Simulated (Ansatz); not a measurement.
## How far is this PbS from the hull?

Computed with Ansatz, DFT PBE, scalar-relativistic, plane waves, PAW. All cells share a 420 eV cutoff and Γ-centred k meshes spaced at most about 0.3 Å⁻¹ (2π included). No spin polarisation.

Energies over the elements count from the elements' standard structures at the same level, with no fitted energy shifts.

These are static total energies at zero pressure. Spin–orbit coupling, which can matter for Pb, is left out. The reference form of S is held partly by dispersion forces, which this level lacks.

The competitors are the elements and 2 reference phases of this chemical system (from databases or known types: PbS, PbS2), relaxed at the same level; other known phases may be missing.

The candidate was reached from: 6-connected net, two elements alternating.

```
CELL_PARAMETERS angstrom
4.12857 0.00000 0.00000
-2.06428 3.57545 0.00000
0.00000 0.00000 7.35627
ATOMIC_POSITIONS crystal
Pb 0.66667 0.33333 0.75000
Pb 0.33333 0.66667 0.25000
S 0.00000 0.00000 0.00000
S 0.00000 0.00000 0.50000
```

Task: Where does it stand against these competitors?

Result: Not the lowest form: another structure of the same formula lies lower. Its formation energy is -0.467 eV/atom. The lowest competing phase at this composition is this:

```tsv
phase	space group	source	share of atoms	ΔE_f (eV/atom)
PbS	Fm-3m (No. 225)	COD	1.0000	-0.550
```

The candidate lies 83 meV/atom above this phase (82 meV/atom from unrounded values). The candidate matches no cell in the subsets of the Crystallography Open Database and the Materials Project at hand. Checks: imaginary modes on a 2×2×1 q mesh (to 69i cm⁻¹). So it is a saddle point, neither stable nor metastable. It has the anti-nickel arsenide type.
